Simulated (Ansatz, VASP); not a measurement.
**C: VASP beside Ansatz**

The input INCAR:

```
PREC = Accurate
ENCUT = 520
EDIFF = 1E-6
ISMEAR = -1
SIGMA = 0.02
LREAL = F
LASPH = T
NELM = 80
ALGO = Normal
ISIF = 2
LWAVE = F
LCHARG = F
GGA = PE
NBANDS = 11
```

File KPOINTS:

```
Automatic mesh
0
Gamma
  12 12 12
```

The input POSCAR:

```
C
1.0
    0.0296687357      1.8097928780      1.8097928780
    1.8097928780      0.0296687357      1.8097928780
    1.8097928780      1.8097928780      0.0296687357
C
2
Direct
   -0.0000102659     -0.0000102659     -0.0000102659
    0.2500102659      0.2500102659      0.2500102659
```

Input for Ansatz:

```yaml
crystal:
  lattice:
    - [0.0296687357, 1.809792878, 1.809792878]
    - [1.809792878, 0.0296687357, 1.809792878]
    - [1.809792878, 1.809792878, 0.0296687357]
  atoms:
    - { symbol: C, position: [-1.02659e-05, -1.02659e-05, -1.02659e-05] }
    - { symbol: C, position: [0.2500102659, 0.2500102659, 0.2500102659] }
kpoints:
  mp_grid: { grid: [12, 12, 12] }
  band_path:
    path:
      - [0.0, 0.0, 0.0]
      - [0.5, 0.0, 0.5]
      - [0.625, 0.25, 0.625]
      - [0.375, 0.375, 0.75]
      - [0.5, 0.5, 0.5]
      - [0.5, 0.25, 0.75]
      - [0.35, 0.0, 0.35]
    npoints: 1
hamiltonian:
  xc: pbe
scf:
  occupations: { method: fermi_dirac, width: 0.02 }
  n_extra_bands: 4
output:
  forces: true
  stress: true
  eigenvalues: true
```

Change from the starting cell: shear_111 strain +2.5%.

Alike in both runs: task single point; functional PBE; k mesh 12 × 12 × 12; occupations fermi-dirac, width 0.02 eV; no spin polarisation.

```csv
,VASP,Ansatz
version,VASP 6.6.1,Ansatz 0.2.0
potentials or method,"VASP PAW PBE potentials, release 64 (C)","plane waves, PAW"
plane-wave cutoff (eV),520,420
valence electrons in the cell,8,8
```

VASP gave:

| Property | Result |
| --- | --- |
| gap on the k mesh at the Fermi level (eV) | 4.09 |
| pressure (GPa) | -5.4 |
| largest component of the traceless stress (GPa) | 8.81 |
| rms of the force components (eV/Å) | 0.018 |

Task: Which values does Ansatz return?

Result: gap on the k mesh at the Fermi level (eV): 4.09; pressure (GPa): -6.1; largest component of the traceless stress (GPa): 8.75; rms of the force components (eV/Å): 0.014.

Atom by atom the forces differ by 0.004 eV/Å (rms over components).
